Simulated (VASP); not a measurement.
A run of VASP 6.6.1 is set up as follows.

INCAR

```
SYSTEM = Si
PREC     = Accurate       ! precision mode
ENCUT    = 600            ! plane-wave cutoff, eV
EDIFF    = 1E-7           ! SCF threshold, eV
ISMEAR   = 1              ! smearing method
SIGMA    = 0.1            ! smearing width, eV
LREAL    = .FALSE.        ! projectors in reciprocal space
LASPH    = .TRUE.         ! aspherical terms in the spheres
NELM     = 80             ! most SCF steps
ALGO     = Fast           ! electronic algorithm
ISIF     = 2              ! what is computed and relaxed
LWAVE    = .FALSE.        ! write WAVECAR
LCHARG   = .FALSE.        ! write CHGCAR
GGA      = PS             ! functional
IBRION   = 2              ! ionic algorithm
NSW      = 40             ! ionic steps
EDIFFG   = -0.01          ! ionic threshold
```

File KPOINTS:

```
regular mesh
0
G
  16 16 16
  0 0 0
```

Contents of POSCAR:

```
Si                                      
1.0
    0.0000000000      1.8893973755      1.8893973755
    1.8893973755      0.0000000000      1.8893973755
    1.8893973755      1.8893973755      0.0000000000
  Si            
     1
Direct
     0.0000000000000000    0.0000000000000000    0.0000000000000000
```

Potentials or basis: VASP PAW PBE potentials, release 64 (Si).

The run is started by

```bash
$ cat potpaw_PBE.64/Si/POTCAR > POTCAR
$ mpirun -np 1 vasp_std > vasp.out
```

Task: Estimate the band gap on the k mesh.

Result: None (metal or under the smearing width).

Final structure:
```
Si
1.0
     0.00000    1.88940    1.88940
     1.88940    0.00000    1.88940
     1.88940    1.88940    0.00000
Si
1
Cartesian
  0.0000 0.0000 0.0000
```

Caveat: the relaxation stopped at its first step, so nothing moved.
